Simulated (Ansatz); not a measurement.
# Squeezing and shearing Pnnm (COD entry) AlH3, size series (192 atoms), part 2 of 3

How stiff is Pnnm (COD entry) AlH3, size series (192 atoms), and how do its levels respond to strain?

Ansatz 0.2.0; Kohn-Sham DFT, PBEsol, PAW (set soft_2), plane waves.

The cell: 48 Al and 144 H. Sampling is at Γ alone.

So far. Step 2 (Single point at the start): The r.m.s. force at the start is 0.35 eV/Å. Step 3 (Cell and atoms relaxed): The relaxation converged after 5 steps, with a largest force component of 0.0090 eV/Å.

**5. Volume -3 %**

The relaxed cell is scaled evenly and the atoms are relaxed again; the stress at the end gives one point of P(V).

Input file input.yaml:

```yaml
crystal:
  lattice:
    - [10.70156, 0.0, 0.0]
    - [0.0, 14.56651, 0.0]
    - [0.0, 0.0, 11.44569]
  atoms:
    - { symbol: Al, position: [0.0, 0.0, 0.25] }
    - { symbol: Al, position: [0.25, 0.25, 0.0] }
    - { symbol: Al, position: [0.39468, 0.04307, 0.0] }
    - { symbol: Al, position: [0.10532, 0.45693, 0.0] }
    - { symbol: Al, position: [0.35532, 0.29307, 0.25] }
    - { symbol: Al, position: [0.14468, 0.20693, 0.25] }
    [... 180 atom lines left out ...]
    - { symbol: H, position: [0.69936, 0.82006, 0.75] }
    - { symbol: H, position: [0.80064, 0.67994, 0.75] }
    - { symbol: H, position: [0.83977, 0.6517, 0.5] }
    - { symbol: H, position: [0.66023, 0.8483, 0.5] }
    - { symbol: H, position: [0.91023, 0.9017, 0.75] }
    - { symbol: H, position: [0.58977, 0.5983, 0.75] }
kpoints:
  mp_grid: { grid: [1, 1, 1] }
hamiltonian:
  xc: pbesol
scf:
  occupations: { method: fermi_dirac, width: 0.025 }
output:
  forces: true
  eigenvalues: true
  stress: true
relax:
  f_tol: 0.05
  max_steps: 70
```

On the command line:

```console
$ ansatz run input.yaml --threads 4 --pin off --max-ram 8192MiB --backend cpu --events-out ev --progress --plain --runs-dir out
```

Numbers of over 12 decimals in the logs are rounded to 6 here.

Log:

```text
Warning: output.stress: scf.convergence.dr2_threshold = 1e-7 eV (the SCF's general default) is looser than the 1.08e-8 eV advised for a printed stress (1e-10 eV for each atom of the cell: 192, of which 108 are counted). What an SCF threshold leaves in a stress goes as its square root, and in the free energy as the threshold itself, and one threshold admits the most on a small cell: [...]
[...]
Crystal: 192 atoms, lattice volume = 1784.204 Å³
Basis set: ecut = 420 eV, 34893 PW (Γ), exchange–correlation on 144×200×160 points (8 copies of the dense FFT grid, shifted against one another)
Bands: 336, of which v1, the nominal top of the filled ones, is band 144 counted from 1 (143 counted from 0)
Symmetry: 64 space group operations
[...]
k-points: 1
[...]
SCF iter   1: F=—  HF=-27427.791637 eV  |F-HF|=—  |Δ(HF+E_count)|=         —  Δρ=7.94e-3  dr2=8.59e-1  ethr=1.77e-3  ⟨swp⟩=6.0  Hψ=1684  notcnv=0  defer=75
[...]
SCF iter   5: F=-27427.505440 eV  HF=-27427.505434 eV  |F-HF|=6.29e-6  |Δ(HF+E_count)|=   5.37e-5  Δρ=1.22e-5  dr2=3.67e-6  ethr=2.11e-8  ⟨swp⟩=2.0  Hψ=296  notcnv=0  defer=182
SCF iter   6: F=-27427.505441 eV  HF=-27427.505441 eV  |F-HF|=1.12e-7  |Δ(HF+E_count)|=   7.16e-6  Δρ=2.19e-6  dr2=1.16e-7  ethr=1.28e-9  ⟨swp⟩=16.0  Hψ=3189  notcnv=0
SCF 1 converged in 6 iterations: F = -27427.505441 eV  dr2 = 1.16e-7
[...]
relax step   1: F+E_penalty+E_count = -27427.50544145 eV  Δ(F+E_penalty+E_count) = +0.000e0 eV  max|allowed force component| = 1.165e-1 eV/Å  Δτ_max = 0.0000 Å  (6 SCF iters, dr2 threshold 6.25e-5 eV, accepted)
[...]
SCF iter   1: F=—  HF=-27427.650952 eV  |F-HF|=—  |Δ(HF+E_count)|=         —  Δρ=2.31e-3  dr2=8.71e-2  ethr=2.93e-5  ⟨swp⟩=1.0  Hψ=792  notcnv=0  defer=182
[...]
SCF iter   4: F=—  HF=-27427.622779 eV  |F-HF|=—  |Δ(HF+E_count)|=   7.75e-4  Δρ=8.84e-6  dr2=1.25e-6  ethr=2.13e-8  ⟨swp⟩=2.0  Hψ=298  notcnv=0  defer=182
SCF iter   5: F=-27427.622780 eV  HF=-27427.622780 eV  |F-HF|=9.19e-8  |Δ(HF+E_count)|=   7.63e-7  Δρ=1.87e-6  dr2=7.29e-8  ethr=3.47e-11  ⟨swp⟩=11.0  Hψ=2119  notcnv=0
SCF 2 converged in 5 iterations: F = -27427.622780 eV  dr2 = 7.29e-8
[...]
relax step   2: F+E_penalty+E_count = -27427.62277961 eV  Δ(F+E_penalty+E_count) = -1.173e-1 eV  max|allowed force component| = 3.420e-2 eV/Å  Δτ_max = 0.0204 Å  (5 SCF iters, accepted)
SCF converged after 5 iterations
Free energy (F): -27427.622780 eV
[...]
Internal energy: -27427.622780 eV  (E = F + TS)
E sigma→0 (E₀):  -27427.622780 eV
Fermi energy:    2.479700 eV
[...]
Σ components = -27427.622780   (vs F -27427.622780, Δ=0.00e0)
--- Forces (eV/Å), atoms counted from 1 ---
  atom   1  Al    -0.00000000    -0.00000000     0.00000000
  atom   2  Al     0.00000000    -0.00000000     0.00000000
  atom   3  Al    -0.03419640     0.01969206     0.00000000
  atom   4  Al     0.03419640    -0.01969206     0.00000000
[...]
atom 192  H      0.00362587    -0.01941715     0.00000000
  max |Σ_I F_I| component: 4.08e-17 eV/Å
--- Stress (GPa, compression-positive) ---
        1.520816      -0.000000       0.000000
        0.000000       1.402275      -0.000000
       -0.000000      -0.000000       1.382745
  P = ⅓ Tr σ = 1.4353 GPa (14.353 kbar)
--- Band table (eV) ---
[...]
--- Relaxed structure (2 steps of the walk, 2 accepted, 0 SCFs on fresh bases) ---
  F+E_penalty+E_count = -27427.62277961 eV   max|allowed force component| = 3.420e-2 eV/Å
  atoms:
    - { symbol: Al, position: [0, 0, 0.25] }
    - { symbol: Al, position: [0.25, 0.25, 0] }
    - { symbol: Al, position: [0.394811, 0.043300, 0] }
    - { symbol: Al, position: [0.105189, 0.456700, 0] }
[...]
- { symbol: H, position: [0.590857, 0.597697, 0.75] }
```

Run time: 11 s. Hardware: 4 threads of AMD EPYC 9R45, shared host; peak memory 2 GiB.

The program notes that the SCF threshold is loose for the stress.

The relaxation converged after 2 steps, 0.117 eV below its start, with a largest force component of 0.034 eV/Å.

Volume -3 %: the energy stands 0.232 eV above that of the reference, at a pressure of 1.44 GPa.

**6. Volume +3 %**

The relaxed cell is scaled to another volume.

input.yaml, the sections that differ from step 5:

```yaml
crystal:
  lattice:
    - [10.91781, 0.0, 0.0]
    - [0.0, 14.86086, 0.0]
    - [0.0, 0.0, 11.67698]
  atoms:
    [... the 192 atom lines of step 5 ...]
# kpoints, hamiltonian, scf, output, relax: as in step 5
```

Log:

```text
[...]
Crystal: 192 atoms, lattice volume = 1894.567 Å³
Basis set: ecut = 420 eV, 37047 PW (Γ), exchange–correlation on 150×200×160 points (8 copies of the dense FFT grid, shifted against one another)
Bands: 336, of which v1, the nominal top of the filled ones, is band 144 counted from 1 (143 counted from 0)
Symmetry: 64 space group operations
[...]
k-points: 1
[...]
SCF iter   1: F=—  HF=-27427.842286 eV  |F-HF|=—  |Δ(HF+E_count)|=         —  Δρ=7.68e-3  dr2=8.81e-1  ethr=1.77e-3  ⟨swp⟩=7.0  Hψ=1684  notcnv=0  defer=74
[...]
SCF iter   5: F=-27427.547761 eV  HF=-27427.547751 eV  |F-HF|=9.76e-6  |Δ(HF+E_count)|=   8.90e-5  Δρ=1.34e-5  dr2=4.43e-6  ethr=3.14e-8  ⟨swp⟩=2.0  Hψ=292  notcnv=0  defer=188
SCF iter   6: F=-27427.547762 eV  HF=-27427.547762 eV  |F-HF|=1.69e-7  |Δ(HF+E_count)|=   1.11e-5  Δρ=2.60e-6  dr2=1.34e-7  ethr=1.54e-9  ⟨swp⟩=16.0  Hψ=3165  notcnv=0
SCF 1 converged in 6 iterations: F = -27427.547762 eV  dr2 = 1.34e-7
[...]
relax step   1: F+E_penalty+E_count = -27427.54776213 eV  Δ(F+E_penalty+E_count) = +0.000e0 eV  max|allowed force component| = 9.817e-2 eV/Å  Δτ_max = 0.0000 Å  (6 SCF iters, dr2 threshold 6.25e-5 eV, accepted)
[...]
SCF iter   1: F=—  HF=-27427.671203 eV  |F-HF|=—  |Δ(HF+E_count)|=         —  Δρ=2.19e-3  dr2=8.35e-2  ethr=2.79e-5  ⟨swp⟩=1.0  Hψ=784  notcnv=0  defer=188
[...]
SCF iter   4: F=—  HF=-27427.641545 eV  |F-HF|=—  |Δ(HF+E_count)|=   3.36e-3  Δρ=7.65e-6  dr2=1.21e-6  ethr=1.92e-8  ⟨swp⟩=2.0  Hψ=292  notcnv=0  defer=188
SCF iter   5: F=-27427.641546 eV  HF=-27427.641546 eV  |F-HF|=8.21e-8  |Δ(HF+E_count)|=   5.25e-7  Δρ=1.79e-6  dr2=7.23e-8  ethr=3.47e-11  ⟨swp⟩=11.0  Hψ=2152  notcnv=0
SCF 2 converged in 5 iterations: F = -27427.641546 eV  dr2 = 7.23e-8
[...]
relax step   2: F+E_penalty+E_count = -27427.64154569 eV  Δ(F+E_penalty+E_count) = -9.378e-2 eV  max|allowed force component| = 3.024e-2 eV/Å  Δτ_max = 0.0212 Å  (5 SCF iters, accepted)
SCF converged after 5 iterations
Free energy (F): -27427.641546 eV
[...]
Internal energy: -27427.641546 eV  (E = F + TS)
E sigma→0 (E₀):  -27427.641546 eV
Fermi energy:    2.001934 eV
[...]
Σ components = -27427.641546   (vs F -27427.641546, Δ=0.00e0)
--- Forces (eV/Å), atoms counted from 1 ---
  atom   1  Al    -0.00000000     0.00000000     0.00000000
  atom   2  Al    -0.00000000     0.00000000     0.00000000
  atom   3  Al     0.03024100    -0.01511031    -0.00000000
  atom   4  Al    -0.03024100     0.01511031    -0.00000000
[...]
atom 192  H     -0.00059658     0.01380489     0.00000000
  max |Σ_I F_I| component: 1.38e-16 eV/Å
--- Stress (GPa, compression-positive) ---
       -1.274494       0.000000      -0.000000
        0.000000      -1.175113      -0.000000
       -0.000000      -0.000000      -1.196975
  P = ⅓ Tr σ = -1.2155 GPa (-12.155 kbar)
--- Band table (eV) ---
[...]
--- Relaxed structure (2 steps of the walk, 2 accepted, 0 SCFs on fresh bases) ---
  F+E_penalty+E_count = -27427.64154569 eV   max|allowed force component| = 3.024e-2 eV/Å
  atoms:
    - { symbol: Al, position: [0, 0, 0.250000] }
    - { symbol: Al, position: [0.25, 0.250000, 0] }
    - { symbol: Al, position: [0.394647, 0.042849, 0] }
    - { symbol: Al, position: [0.105353, 0.457151, 0] }
[...]
- { symbol: H, position: [0.588557, 0.598910, 0.750000] }
```

It took 12 s on 4 threads; peak memory 2 GiB; 42 s of CPU time.

The relaxation converged after 2 steps, 0.0938 eV below its start, with a largest force component of 0.030 eV/Å.

Volume +3 %: the energy stands 0.213 eV above that of the reference, at a pressure of -1.22 GPa.

**7. Volume -6 %**

The relaxed cell is scaled to another volume.

Input and log are left out; they have the form of those shown for this kind of step.

Elapsed: 15 s, on 4 threads of AMD EPYC 9R45, shared host; peak memory 1.9 GiB.

The relaxation converged after 3 steps, 0.516 eV below its start, with a largest force component of 0.024 eV/Å.

Volume -6 %: the energy stands 0.928 eV above that of the reference, at a pressure of 2.82 GPa.

**8. Volume +6 %**

The relaxed cell is scaled to another volume.

Input and log are left out; they have the form of those shown for this kind of step.

It took 18 s on 4 threads of AMD EPYC 9R45, shared host; peak memory 2.1 GiB; 66 s of CPU time.

The relaxation converged after 3 steps, 0.382 eV below its start, with a largest force component of 0.023 eV/Å.

Volume +6 %: the energy stands 0.805 eV above that of the reference, at a pressure of -2.25 GPa.

**9. Volume -10 %**

The relaxed cell is scaled to another volume.

Input and log are left out; they have the form of those shown for this kind of step.

Run time: 21 s. Hardware: 4 threads of AMD EPYC 9R45, shared host; peak memory 1.8 GiB; 74 s of CPU time.

The relaxation converged after 4 steps, 1.59 eV below its start, with a largest force component of 0.037 eV/Å.

Volume -10 %: the energy stands 2.67 eV above that of the reference, at a pressure of 4.89 GPa.

**10. Stretched by 1 % along x**

The relaxed cell is strained along x alone, which gives the stiffness along x and its coupling to y and z.

input.yaml, the sections that differ from step 6:

```yaml
crystal:
  lattice:
    - [10.91888, 0.0, 0.0]
    - [0.0, 14.71516, 0.0]
    - [0.0, 0.0, 11.56249]
  atoms:
    [... the 192 atom lines of step 5 ...]
# kpoints, hamiltonian, scf, output, relax: as in step 6
```

Log:

```text
[...]
Crystal: 192 atoms, lattice volume = 1857.781 Å³
Basis set: ecut = 420 eV, 36331 PW (Γ), exchange–correlation on 150×200×160 points (8 copies of the dense FFT grid, shifted against one another)
Bands: 336, of which v1, the nominal top of the filled ones, is band 144 counted from 1 (143 counted from 0)
Symmetry: 64 space group operations
[...]
k-points: 1
[...]
SCF iter   1: F=—  HF=-27428.065457 eV  |F-HF|=—  |Δ(HF+E_count)|=         —  Δρ=7.75e-3  dr2=8.72e-1  ethr=1.77e-3  ⟨swp⟩=6.0  Hψ=1680  notcnv=0  defer=69
[...]
SCF iter   5: F=-27427.774666 eV  HF=-27427.774658 eV  |F-HF|=8.03e-6  |Δ(HF+E_count)|=   7.84e-5  Δρ=1.25e-5  dr2=3.92e-6  ethr=2.59e-8  ⟨swp⟩=2.0  Hψ=296  notcnv=0  defer=182
SCF iter   6: F=-27427.774667 eV  HF=-27427.774667 eV  |F-HF|=1.31e-7  |Δ(HF+E_count)|=   9.13e-6  Δρ=2.29e-6  dr2=1.06e-7  ethr=1.36e-9  ⟨swp⟩=18.0  Hψ=2866  notcnv=0
SCF 1 converged in 6 iterations: F = -27427.774667 eV  dr2 = 1.06e-7
[...]
relax step   1: F+E_penalty+E_count = -27427.77466703 eV  Δ(F+E_penalty+E_count) = +0.000e0 eV  max|allowed force component| = 6.469e-2 eV/Å  Δτ_max = 0.0000 Å  (6 SCF iters, dr2 threshold 6.25e-5 eV, accepted)
[...]
SCF iter   1: F=—  HF=-27427.815756 eV  |F-HF|=—  |Δ(HF+E_count)|=         —  Δρ=1.18e-3  dr2=2.53e-2  ethr=8.47e-6  ⟨swp⟩=1.0  Hψ=782  notcnv=0  defer=182
[...]
SCF iter   4: F=—  HF=-27427.804554 eV  |F-HF|=—  |Δ(HF+E_count)|=   2.99e-3  Δρ=8.24e-6  dr2=1.11e-6  ethr=4.87e-9  ⟨swp⟩=2.0  Hψ=298  notcnv=0  defer=182
SCF iter   5: F=-27427.804555 eV  HF=-27427.804555 eV  |F-HF|=4.67e-8  |Δ(HF+E_count)|=   1.04e-6  Δρ=1.21e-6  dr2=3.43e-8  ethr=3.47e-11  ⟨swp⟩=13.0  Hψ=2065  notcnv=0
SCF 2 converged in 5 iterations: F = -27427.804555 eV  dr2 = 3.43e-8
[...]
relax step   2: F+E_penalty+E_count = -27427.80455534 eV  Δ(F+E_penalty+E_count) = -2.989e-2 eV  max|allowed force component| = 1.547e-2 eV/Å  Δτ_max = 0.0099 Å  (5 SCF iters, accepted)
SCF converged after 5 iterations
Free energy (F): -27427.804555 eV
[...]
Internal energy: -27427.804555 eV  (E = F + TS)
E sigma→0 (E₀):  -27427.804555 eV
Fermi energy:    2.151233 eV
[...]
Σ components = -27427.804555   (vs F -27427.804555, Δ=0.00e0)
--- Forces (eV/Å), atoms counted from 1 ---
  atom   1  Al    -0.00000000     0.00000000     0.00000000
  atom   2  Al    -0.00000000    -0.00000000     0.00000000
  atom   3  Al     0.01109515    -0.01547251     0.00000000
  atom   4  Al    -0.01109515     0.01547251     0.00000000
[...]
atom 192  H     -0.00367772    -0.00641994    -0.00000000
  max |Σ_I F_I| component: 1.09e-16 eV/Å
--- Stress (GPa, compression-positive) ---
       -0.882511       0.000000      -0.000000
        0.000000      -0.389454      -0.000000
       -0.000000      -0.000000      -0.086197
  P = ⅓ Tr σ = -0.4527 GPa (-4.527 kbar)
--- Band table (eV) ---
[...]
--- Relaxed structure (2 steps of the walk, 2 accepted, 0 SCFs on fresh bases) ---
  F+E_penalty+E_count = -27427.80455534 eV   max|allowed force component| = 1.547e-2 eV/Å
  atoms:
    - { symbol: Al, position: [0, 0, 0.250000] }
    - { symbol: Al, position: [0.25, 0.25, 0] }
    - { symbol: Al, position: [0.394703, 0.042668, 0] }
    - { symbol: Al, position: [0.105297, 0.457332, 0] }
[...]
- { symbol: H, position: [0.589215, 0.598621, 0.750000] }
```

The job ended after 12 s (4 threads; peak memory 2 GiB).

The relaxation converged after 2 steps, 0.0299 eV below its start, with a largest force component of 0.015 eV/Å.

Stretched by 1 % along x: the energy stands 0.0503 eV above that of the reference, at a pressure of -0.453 GPa.

(Part 2 of 3 ends here.)

[Logs are printed without paths, hosts, clocks, repeated set-up lines and the standing remarks that a program may print on its own settings, such as how far it seeks lower states.]

[Hosts, paths, dates, database ids (printed as entryN), source tags and the programs' standing remarks are cut or masked in the printed files.]
